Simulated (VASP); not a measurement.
Input of a VASP 6.6.1 run:

INCAR

```
PREC     = Accurate       # precision mode
ENCUT    = 520            # plane-wave cutoff, eV
EDIFF    = 1E-6           # SCF threshold, eV
ISMEAR   = -1             # smearing method
SIGMA    = 0.02           # smearing width, eV
LREAL    = Auto         
LASPH    = True           # aspherical terms in the spheres
NELM     = 80             # most SCF steps
ALGO     = Normal         # electronic algorithm
ISIF     = 2              # what is computed and relaxed
LWAVE    = False          # write WAVECAR
LCHARG   = False          # write CHGCAR
GGA      = PE             # functional
NBANDS   = 56             # bands
```

File KPOINTS:

```
Automatic mesh
0
Gamma
  1 1 1
```

POSCAR

```
LiH17O9
1.0
    7.1738770000      0.0000000000      0.0000000000
    0.0000000000      7.1738770000      0.0000000000
    0.0000000000      0.0000000000      7.1738770000
O H Li
9 17 1
Direct
    0.1484552913      0.1838615298      0.1678450857
    0.3682388198      0.8339841901      0.7577353222
    0.5899459943      0.1985676643      0.3473853817
    0.5973478497      0.1532504669      0.8059519281
    0.8692231551      0.6284328544      0.2677352846
    0.8181628985     -0.0026763771      0.1031938518
    0.2054537595      0.6533426765      0.4791969531
    0.2855220406      0.5934866182      0.1238660769
    0.2932166247      0.3435659686      0.8229720136
    0.1847675950      0.2277150835      0.0416511184
    0.2597897901      0.1431443556      0.2396751436
    0.4663865857      0.9274901145      0.7908415491
    0.3283719529      0.8807371523      0.6418704976
    0.6697354861      0.2986808946      0.3117142934
    0.6594760406      0.0901883319      0.2936766270
    0.4903764032      0.2533497577      0.8188738112
    0.6393335152      0.1512013657      0.6746561169
    0.8443969697      0.7594359368      0.2354933044
    0.9447053525      0.5820144393      0.1703681287
    0.9449841418      0.0536251179      0.1088253953
    0.7521734761      0.0586293855     -0.0045303258
    0.0739767353      0.6558099616      0.4387446286
    0.2660346700      0.6446862694      0.3617430296
    0.3057203239      0.6939762140      0.0389050440
    0.3106409547      0.4773569438      0.0554233088
    0.2365387642      0.2436897092      0.7460679909
    1.3130138696      0.5794635174      0.7046956618
```

Potentials or basis: VASP PAW PBE potentials, release 64 (O, H, Li_sv).

Run with:

```bash
$ cat potpaw_PBE.64/O/POTCAR potpaw_PBE.64/H/POTCAR potpaw_PBE.64/Li_sv/POTCAR > POTCAR
$ mpirun -np 1 vasp_gam > vasp.out
```

**Question.** Predict the largest force.

**Answer.** 2.121 eV/Å.

**Question.** What does it give for the band gap on the k mesh?

**Answer.** 3.94 eV, direct.

Forces on the atoms (eV/Å):
```
O    0.062 -0.441  0.367
O    1.223 -0.011  1.733
O   -0.324 -1.535  0.399
O    0.252 -0.306 -0.331
O   -0.891  0.680  1.578
O   -0.184  0.206 -0.539
O   -1.046  0.445  1.437
O   -0.019 -0.454  0.525
O   -0.071 -0.421 -0.256
H    0.648  0.025  0.180
H   -0.503  0.510 -0.876
H   -0.085 -0.002  0.329
H   -0.946  0.348 -1.727
H    0.507  1.088 -0.228
H   -0.224  0.556 -0.042
H   -0.026 -0.571 -0.240
H   -0.295  0.357  0.497
H   -0.105 -0.111 -0.391
H    1.028 -0.517 -1.178
H   -0.175  0.048  0.262
H    0.244 -0.353  0.459
H   -0.203 -0.209  0.043
H    0.962 -0.430 -1.746
H    0.189  0.668 -0.660
H   -0.154  0.098 -0.151
H    0.263  0.814  0.492
Li  -0.127 -0.483  0.064
```

 A hybrid or GW would open this gap; PBE tends to underestimate it.
